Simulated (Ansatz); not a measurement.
The system is Nb.

```
CELL_PARAMETERS angstrom
-1.66395 1.66395 1.66395
1.66395 -1.66395 1.66395
1.66395 1.66395 -1.66395
ATOMIC_POSITIONS crystal
Nb 0.00000 0.00000 0.00000
```

```yaml
Program: Ansatz 0.2.0
Task: relaxation of cell and atoms
Functional: r2SCAN
Dispersion: D3(BJ)
Potentials_or_basis: Ansatz PAW
Cutoff: "500 eV (not typed: the program's choice for these potentials)"
k_mesh: 11 × 11 × 11
Occupations: fermi-dirac, width 0.05 eV
Spin: no spin polarisation
```

At the start: volume 18.43 Å³/atom.

Task: Where does the relaxation end?

Result: It ends after 4 steps and the volume is 17.78 Å³/atom (-3.5 %); space group Im-3m (No. 229, to 0.05 Å).

The path:
```
step  energy change (eV)  largest force (eV/Å)  volume (Å³)
   1              0.0000                0.0000        18.43
   2             -0.0131                0.0000        17.83
   3             -0.0132                0.0000        17.78
   4             -0.0128                0.0000        17.78
```

Final structure:
```cif
data_structure
_symmetry_space_group_name_H-M 'P 1'
_symmetry_Int_Tables_number 1
_cell_length_a 2.8480
_cell_length_b 2.8480
_cell_length_c 2.8480
_cell_angle_alpha 109.471
_cell_angle_beta 109.471
_cell_angle_gamma 109.471
_cell_volume 17.78
loop_
_atom_site_label
_atom_site_type_symbol
_atom_site_fract_x
_atom_site_fract_y
_atom_site_fract_z
_atom_site_occupancy
Nb1 Nb 0.00000 0.00000 0.00000 1
```

Caveat: the plane-wave basis is chosen anew once the cell has moved, so the energies of steps on either side of that aren't comparable; the PAW data sets come from PBE, with cores solved anew for the run's functional, which leaves a small shift of forces and pressure; the dispersion damping was fitted for another functional or another form of the correction.
